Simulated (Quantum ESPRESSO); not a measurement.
Gd in Quantum ESPRESSO: convergence with SCF threshold

Input of the first run (SCF threshold 0.001 Ry); the others differ in this setting and in those tied to it:

The input pw.in:

```
&CONTROL
  calculation = 'scf'
  prefix = 'pwscf'
  outdir = './tmp'
  pseudo_dir = './pseudo'
  tprnfor = .true.
  tstress = .true.
  disk_io = 'nowf'
/
&SYSTEM
  ibrav = 0
  nat = 2
  ntyp = 1
  ecutwfc = 50
  ecutrho = 300
  nbnd = 29
  input_dft = 'pbesol'
  occupations = 'smearing'
  smearing = 'fd'
  degauss = 0.00367493
  nspin = 2
  starting_magnetization(1) = 0.3889
/
&ELECTRONS
  conv_thr = 0.001
  electron_maxstep = 120
  mixing_beta = 0.3
/
ATOMIC_SPECIES
Gd   157.2500 Gd.LDA_PW-JTH.UPF
CELL_PARAMETERS angstrom
   3.6360000000    0.0000000000    0.0000000000
  -1.8180000000    3.1488683682    0.0000000000
   0.0000000000    0.0000000000    5.7826000000
ATOMIC_POSITIONS crystal
Gd     0.6666666667    0.3333333333    0.7500000000
Gd     0.3333333333    0.6666666667    0.2500000000
K_POINTS automatic
8 8 5 0 0 0
```

Potentials or basis: JTH 2.0 LDA.

Launch:

```sh
$ OMP_NUM_THREADS=1 pw.x -in pw.in > pw.out
```

Hardware: 1 thread of Arm Neoverse V2 (shared host).

```tsv
SCF threshold	energy less the tightest run, at zero smearing (meV/atom)	pressure (GPa)	absolute moment (μB)	SCF cycles	CPU time (s)	peak memory (GiB)
0.001 Ry	1.34	-19.20	15.32	6	69	0.49
0.0001 Ry	0.41	-5.04	15.31	7	76	0.49
1e-05 Ry	-0.04	-4.85	15.22	11	110	0.48
1e-06 Ry	-0.03	-2.91	15.22	12	120	0.49
1e-07 Ry	0.00	-1.68	15.22	15	140	0.49
1e-08 Ry	0.00	-1.68	15.22	15	140	0.49
1e-10 Ry	0.00	-1.61	15.22	18	170	0.49
1e-12 Ry	0.00	-1.60	15.22	19	180	0.49
```

Against the tightest run, the energy stays within 1 meV/atom from 0.0001 Ry on; the pressure stays within 0.1 GPa from 1e-07 Ry on; the absolute moment stays within 0.02 μB from 1e-05 Ry on. The tightest run that finished is the yardstick and may itself not be fully converged.

Caveat, for the tightest run too: the potentials were made for another functional, which shifts forces and pressure. The state reached can hang on the start; a lower one may exist.
